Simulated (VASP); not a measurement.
# Ta (P6_3/mmc) in VASP: settings compared

One crystal, Ta, is run at these levels: PBEsol, r2SCAN; tasks: single point.

Everything below comes from runs of VASP 6.6.1. Logs are shortened: lines on timing, memory, paths and dates and some standing lists are left out, and cuts for length are marked.

### Step 1. The crystal as given

It takes space group P6_3/mmc (No. 194, hexagonal). Conventional cell: a = 2.867 Å, b = 2.867 Å, c = 5.093 Å, α = 90.00°, β = 90.00°, γ = 120.00°. Ta (site symmetry -6m2) has 12 Ta at 2.87 to 3.04 Å as nearest neighbours.

This isn't the form of Ta at room conditions, which is bcc.

### Step 2. Single point, PBEsol

INCAR

```
SYSTEM = Ta
PREC = Accurate
ENCUT = 900
EDIFF = 1E-6
ISMEAR = 0
SIGMA = 0.1
LREAL = .False.
LASPH = .True.
NELM = 80
ALGO = Fast
ISIF = 2
LWAVE = .False.
LCHARG = .False.
GGA = PS
```

KPOINTS

```
regular mesh
0
Gamma
  18 18 10
  0 0 0
```

POSCAR

```
Ta
1.0
    2.8669300000      0.0000000000      0.0000000000
   -1.4334700000      2.4828300000      0.0000000000
    0.0000000000      0.0000000000      5.0933200000
Ta
2
Direct
    0.3333300000      0.6666700000      0.2500000000
    0.6666700000      0.3333300000      0.7500000000
```

Potentials or basis: VASP PAW PBE potentials, release 64 (Ta_pv).

Started as:

```console
cat potpaw_PBE.64/Ta_pv/POTCAR > POTCAR
mpirun -np 1 vasp_std > vasp.out
```

OUTCAR:

```text
SYSTEM = Ta
   PREC = Accurate
   ENCUT = 900
   EDIFF = 1E-6
   ISMEAR = 0
   LREAL = .False.
   LASPH = .True.
   NELM = 80
   ISIF = 2
   GGA = PS

 ion  position               nearest neighbor table
   1  0.333  0.667  0.250-   2 3.04   2 3.04   2 3.04   2 3.04   2 3.04   2 3.04
   2  0.667  0.333  0.750-   1 3.04   1 3.04   1 3.04   1 3.04   1 3.04   1 3.04

  LATTYP: Found a hexagonal cell.
 ALAT       =     2.8669300000
 C/A-ratio  =     1.7765763378

  Lattice vectors:

 A1 = (   2.8669300000,   0.0000000000,   0.0000000000)
 A2 = (  -1.4334700000,   2.4828300000,   0.0000000000)
 A3 = (   0.0000000000,   0.0000000000,   5.0933200000)

Analysis of symmetry for initial positions (statically):
=====================================================================
 Subroutine PRICEL returns:
 Original cell was already a primitive cell.

 Routine SETGRP: Setting up the symmetry group for a
 hexagonal supercell.

 Subroutine GETGRP returns: Found  8 space group operations
 (whereof  4 operations were pure point group operations)
 out of a pool of 24 trial point group operations.

The static configuration has the point symmetry C_2h.
 The point group associated with its full space group is D_2h.

Analysis of symmetry for dynamics (positions and initial velocities):
=====================================================================
 Subroutine PRICEL returns:
 Original cell was already a primitive cell.

 Routine SETGRP: Setting up the symmetry group for a
 hexagonal supercell.

 Subroutine GETGRP returns: Found  8 space group operations
 (whereof  4 operations were pure point group operations)
 out of a pool of 24 trial point group operations.

The dynamic configuration has the point symmetry C_2h.
 The point group associated with its full space group is D_2h.

 Subroutine INISYM returns: Found  8 space group operations
 (whereof  4 operations are pure point group operations),
 and found     1 'primitive' translations

----------------------------------------------------------------------------------------

                                     Primitive cell

  volume of cell :      36.2548

  direct lattice vectors                    reciprocal lattice vectors
     2.866930000  0.000000000  0.000000000     0.348805168  0.201383802  0.000000000
    -1.433470000  2.482830000  0.000000000     0.000000000  0.402766198  0.000000000
     0.000000000  0.000000000  5.093320000     0.000000000  0.000000000  0.196335593

  length of vectors
     2.866930000  2.866928853  5.093320000     0.402766037  0.402766198  0.196335593

  position of ions in fractional coordinates (direct lattice)
     0.333330000  0.666670000  0.250000000
     0.666670000  0.333330000  0.750000000

  ion indices of the primitive-cell ions
   primitive index   ion index
                 1           1
                 2           2

----------------------------------------------------------------------------------------

 KPOINTS: regular mesh

Automatic generation of k-mesh.
 Grid dimensions read from file:
 generate k-points for:   18   18   10

 Generating k-lattice:

  Cartesian coordinates                     Fractional coordinates (reciprocal lattice)
     0.019378065  0.011187989  0.000000000     0.055555556  0.000000000  0.000000000
     0.000000000  0.022375900  0.000000000     0.000000000  0.055555556  0.000000000
     0.000000000  0.000000000  0.019633559     0.000000000  0.000000000  0.100000000

  Length of vectors
     0.022375891  0.022375900  0.019633559

  Shift w.r.t. Gamma in fractional coordinates (k-lattice)
     0.000000000  0.000000000  0.000000000

 Subroutine IBZKPT returns following result:
 ===========================================

 Found    546 irreducible k-points:

 Following reciprocal coordinates:
            Coordinates               Weight
  0.000000  0.000000  0.000000      1.000000
  0.055556 -0.000000  0.000000      4.000000
 -0.055556  0.055556  0.000000      2.000000
  0.111111 -0.000000  0.000000      4.000000
 -0.111111  0.111111  0.000000      2.000000
  0.166667  0.000000  0.000000      4.000000
[... 16 lines left out ...]
 -0.055556  0.166667  0.000000      4.000000
 -0.166667  0.111111  0.000000      4.000000
 [... further k-points ...]
   k-points           NKPTS =    546   k-points in BZ     NKDIM =    546   number of bands    NBANDS=     15
   number of dos      NEDOS =    301   number of ions     NIONS =      2
   total plane-waves  NPLWV =  39200
   dimension x,y,z NGX =    28 NGY =   28 NGZ =   50
   dimension x,y,z NGXF=    56 NGYF=   56 NGZF=  100
   ions per type =               2
   NGX,Y,Z   is equivalent  to a cutoff of  16.24, 16.24, 16.32 a.u.
   NGXF,Y,Z  is equivalent  to a cutoff of  32.47, 32.47, 32.64 a.u.
 SYSTEM =  Ta
   PREC   = accura    normal or accurate (medium, high low for compatibility)
   ISTART =      0    job   : 0-new  1-cont  2-samecut
   ICHARG =      2    charge: 1-file 2-atom 10-const
   ISPIN  =      1    spin polarized calculation?
   LNONCOLLINEAR =      F non collinear calculations
   LSORBIT =      F    spin-orbit coupling
   LASPH  =      T    aspherical Exc in radial PAW
   ENCUT  =  900.0 eV  66.15 Ry    8.13 a.u.   7.01  7.01 12.46*2*pi/ulx,y,z
   NELM   =     80;   NELMIN=  2; NELMDL= -5     # of ELM steps
   EDIFF  = 0.1E-05   stopping-criterion for ELM
   LREAL  =      F    real-space projection
   EDIFFG = 0.1E-04   stopping-criterion for IOM
   NSW    =      0    number of steps for IOM
   IBRION =     -1    ionic relax: 0-MD 1-quasi-New 2-CG
   NFREE  =      0    steps in history (QN), initial steepest desc. (CG)
   ISIF   =      2    stress and relaxation
   ISYM   =      2    0-nonsym 1-usesym 2-fastsym
   POTIM  = 0.5000    time-step for ionic-motion
   TEBEG  =    0.0;   TEEND  =   0.0 temperature during run
   PSTRESS=    0.0 pullay stress
   NELECT =      22.0000    total number of electrons
   NUPDOWN=      -1.0000    fix difference up-down
   EMIN   =  10.00;   EMAX   =-10.00  energy-range for DOS
   EFERMI =   0.00;   METHOD = LEGACY
   ISMEAR =     0;   SIGMA  =   0.10  broadening in eV -4-tet -1-fermi 0-gaus
   EFERMI_NEDOS =   21; number of points for ismear=-14 and -15
   IALGO  =     68    algorithm
   IMIX   =      4    mixing-type and parameters
     AMIX     =   0.40;   BMIX     =  1.00
     AMIX_MAG =   1.60;   BMIX_MAG =  1.00
  volume/ion in A,a.u.               =      18.13       122.33
  Fermi-wavevector in a.u.,A,eV,Ry     =   1.385992  2.619145 26.136434  1.920974
  Thomas-Fermi vector in A             =   2.510350
   LORBIT       =      0    0 simple, 1 ext, 2 COOP (PROOUT), +10 PAW based schemes
   GGA     = PS    functional components
   LHFCALC =     F    Hartree Fock is set to
   AEXX    =    0.0000 exact exchange contribution
   IVDW    =     0    specifies the selected vdW correction
   LEPSILON=     F    determine dielectric tensor
   LRPA    =     F    only Hartree local field effects (RPA)
 non-spin polarized calculation
 RMM-DIIS sequential band-by-band and
 Gauss-broadening in eV      SIGMA  =   0.10
  energy-cutoff  :      900.00
  volume of cell :       36.25
 maximum number of plane-waves:      2245
   NGX = 13   NGY = 13   NGZ = 25

 number of electron      22.0000001 magnetization

 Free energy of the ion-electron system (eV)
  ---------------------------------------------------
  ext. energy  EPLUGINS =         0.00000000
  ---------------------------------------------------
  free energy    TOTEN  =       -24.51801359 eV

  energy without entropy =      -24.50608033  energy(sigma->0) =      -24.51204696

 E-fermi :   5.6905     XC(G=0): -12.6837

 val. band max:        5.6899359507   @ k =  -0.4444   0.3333   0.1000
 cond. band min:       5.6910633701   @ k =  -0.1667   0.1111   0.5000
 fundamental gap:      0.0011274194
 Fermi energy:         5.6905290234

 k-point     1 :       0.0000    0.0000    0.0000
  band No.  band energies     occupation
      1     -28.8080      2.00000
      2     -27.8738      2.00000
      3     -27.7594      2.00000
      4     -27.7594      2.00000
      5     -27.6652      2.00000
      6     -27.6651      2.00000
      7      -2.6299      2.00000
      8       0.6732      2.00000
      9       5.1110      2.00000
     10       5.7230      0.64617
     11       6.2840      0.00000
     12       6.2841      0.00000
     13       6.8835      0.00000
     14       6.8836      0.00000
     15       8.7437      0.00000

 k-point     2 :       0.0556   -0.0000    0.0000
  band No.  band energies     occupation
      1     -28.7967      2.00000
      2     -27.8751      2.00000
      3     -27.7957      2.00000
      4     -27.7693      2.00000
      5     -27.7025      2.00000
      6     -27.6717      2.00000
      7      -2.5056      2.00000
      8       0.8074      2.00000
      9       5.1322      2.00000
     10       5.5561      1.94266
     11       6.1982      0.00000
     12       6.4025      0.00000
     13       6.7564      0.00000
     14       6.9995      0.00000
     15       8.5287      0.00000

 k-point     3 :      -0.0556    0.0556    0.0000
  band No.  band energies     occupation
      1     -28.7967      2.00000
      2     -27.8751      2.00000
      3     -27.7957      2.00000
      4     -27.7693      2.00000
      5     -27.7025      2.00000
      6     -27.6717      2.00000
      7      -2.5057      2.00000
      8       0.8074      2.00000
      9       5.1322      2.00000
     10       5.5561      1.94267
     11       6.1982      0.00000
     12       6.4026      0.00000
     13       6.7564      0.00000
     14       6.9996      0.00000
     15       8.5310      0.00000

 k-point     4 :       0.1111   -0.0000    0.0000
  band No.  band energies     occupation
      1     -28.7639      2.00000
      2     -27.8999      2.00000
      3     -27.8794      2.00000
      4     -27.8084      2.00000
      5     -27.7974      2.00000
      6     -27.6908      2.00000
      7      -2.1448      2.00000
      8       1.1889      2.00000
      9       5.0972      2.00000
     10       5.1210      2.00000
     11       6.0595      0.00000
     12       6.4669      0.00000
     13       6.7545      0.00000
     14       7.3432      0.00000
     15       8.0358      0.00000
[... 307 lines left out ...]
 k-point    22 :       0.1111    0.0556    0.0000
  band No.  band energies     occupation
      1     -28.7321      2.00000
      2     -27.9882      2.00000
      3     -27.9178      2.00000
      4     -27.8842      2.00000
      5     -27.8133      2.00000
      6     -27.7160      2.00000
      7      -1.8000      2.00000
      8       1.5433      2.00000
      9       4.7651      2.00000
     10       4.9472      2.00000
     11       6.0119      0.00001
     12       6.2751      0.00000
     13       7.1246      0.00000
     14       7.5741      0.00000
     15       7.7175      0.00000

 k-point    23 :      -0.0556    0.1667    0.0000
  band No.  band energies     occupation
      1     -28.7321      2.00000
      2     -27.9882      2.00000
      3     -27.9178      2.00000
      4     -27.8842      2.00000
      5     -27.8133      2.00000
      6     -27.7160      2.00000
      7      -1.8000      2.00000
      8       1.5433      2.00000
      9       4.7651      2.00000
     10       4.9472      2.00000
     11       6.0119      0.00001
     12       6.2751      0.00000
     13       7.1246      0.00000
     14       7.5741      0.00000
     15       7.7175      0.00000

 k-point    24 :      -0.1667    0.1111    0.0000
  band No.  band energies     occupation
      1     -28.7321      2.00000
      2     -27.9882      2.00000
      3     -27.9178      2.00000
      4     -27.8842      2.00000
      5     -27.8133      2.00000
      6     -27.7160      2.00000
      7      -1.8000      2.00000
      8       1.5433      2.00000
      9       4.7651      2.00000
     10       4.9472      2.00000
     11       6.0119      0.00001
     12       6.2751      0.00000
     13       7.1246      0.00000
     14       7.5741      0.00000
     15       7.7175      0.00000

 [... further k-points ...]

------------------------ aborting loop because EDIFF is reached ----------------------------------------

  FORCE on cell =-STRESS in cart. coord.  units (eV):
  Direction    XX          YY          ZZ          XY          YZ          ZX
  --------------------------------------------------------------------------------------
  -------------------------------------------------------------------------------------
  Total        0.0028845      0.0030772      0.0097909      0.0001669      0.0000000      0.0000000
  in kB        0.1274709      0.1359880      0.4326803      0.0073761      0.0000000      0.0000000
  external PRESSURE =       0.2320464 kB  Pullay stress =       0.0000000 kB

 VOLUME and BASIS-vectors are now :
 -----------------------------------------------------------------------------
  energy-cutoff  :      900.00
  volume of cell :       36.25
      direct lattice vectors                 reciprocal lattice vectors
     2.866930000  0.000000000  0.000000000     0.348805168  0.201383802  0.000000000
    -1.433470000  2.482830000  0.000000000     0.000000000  0.402766198  0.000000000
     0.000000000  0.000000000  5.093320000     0.000000000  0.000000000  0.196335593

 POSITION                                       TOTAL-FORCE (eV/Angst)
 -----------------------------------------------------------------------------------
     -0.00002      1.65523      1.27333        -0.000021      0.000012      0.000000
      1.43348      0.82760      3.81999         0.000021     -0.000012     -0.000000
 -----------------------------------------------------------------------------------
    total drift:                                0.000000      0.000000      0.000000

  FREE ENERGIE OF THE ION-ELECTRON SYSTEM (eV)
  ---------------------------------------------------
  free  energy   TOTEN  =       -24.5180135859 eV

  energy  without entropy=      -24.5060803315  energy(sigma->0) =      -24.51204696
```

Wall time 9 min (1 thread of Intel Xeon Platinum 8259CL at 2.50GHz (Skylake/Cascade Lake), shared host); peak memory 0.67 GiB.

Results:

| Quantity | Value |
| --- | --- |
| Free energy | -24.5180 eV |
| Pressure | 0.0 GPa |
| Band gap on the k mesh | none (metal or under the smearing width) |

Levels at points of the mesh, in eV from the Fermi level:
```csv
k point,band 8,band 9,band 10,band 11,band 12,band 13,band 14,band 15
"(0.00, 0.00, 0.00)",-5.02,-0.58,0.03,0.59,0.59,1.19,1.19,3.05
"(0.50, 0.00, 0.00)",-4.00,-3.49,-0.39,-0.37,0.55,0.84,5.80,7.18
"(0.50, 0.50, 0.00)",-4.00,-3.49,-0.39,-0.37,0.55,0.84,5.80,7.27
"(0.00, 0.00, 0.50)",-6.42,-1.20,-1.20,0.64,0.64,0.64,0.64,4.59
"(0.50, 0.00, 0.50)",-4.48,-2.40,-2.40,1.63,1.63,2.67,2.67,5.80
"(0.50, 0.50, 0.50)",-4.48,-2.40,-2.40,1.63,1.63,2.67,2.67,5.80
```

Caveat: the PAW data sets were made with another functional, which shifts forces and pressure a little. Spin-orbit coupling is left out, which matters for the levels of Ta.

### Step 3. Single point, r2SCAN

INCAR

```
SYSTEM = Ta
PREC = Accurate
ENCUT = 520
EDIFF = 1E-6
ISMEAR = 0
SIGMA = 0.1
LREAL = .False.
LASPH = .True.
NELM = 80
ALGO = Normal
ISIF = 2
LWAVE = .False.
LCHARG = .False.
METAGGA = R2SCAN
LMIXTAU = .True.
```

KPOINTS is that of step 2.

POSCAR is that of step 2.

Potentials or basis: VASP PAW PBE potentials, release 64 (Ta_pv).

Started as:

```console
cat potpaw_PBE.64/Ta_pv/POTCAR > POTCAR
mpirun -np 1 vasp_std > vasp.out
```

It took 17 min on 1 thread of Intel Xeon Platinum 8259CL at 2.50GHz (Skylake/Cascade Lake), shared host; peak memory 0.38 GiB.

It converged, with:

* Free energy: -96.5500 eV
* Pressure: 4.6 GPa
* Band gap on the k mesh: none (metal or under the smearing width)

Stress tensor (GPa, compression positive):
```
4.76 0.00 0.00
0.00 4.76 0.00
0.00 0.00 4.17
```

Levels at points of the mesh, in eV from the Fermi level:
```tsv
k point	band 7	band 8	band 9	band 10	band 11	band 12	band 13	band 14	band 15
(0.00, 0.00, 0.00)	-8.77	-5.28	-0.61	-0.23	0.69	0.69	1.31	1.31	3.35
(0.50, 0.00, 0.00)	-4.34	-4.21	-3.63	-0.57	-0.34	0.56	1.03	6.15	6.97
(0.50, 0.50, 0.00)	-4.34	-4.21	-3.63	-0.57	-0.34	0.56	1.03	6.15	6.97
(0.00, 0.00, 0.50)	-6.78	-6.78	-1.33	-1.33	0.75	0.75	0.75	0.75	4.92
(0.50, 0.00, 0.50)	-4.68	-4.68	-2.50	-2.50	1.54	1.54	2.93	2.93	6.04
(0.50, 0.50, 0.50)	-4.68	-4.68	-2.50	-2.50	1.54	1.54	2.93	2.93	6.04
```

Caveat: the PAW data sets were made with another functional, which shifts forces and pressure a little.
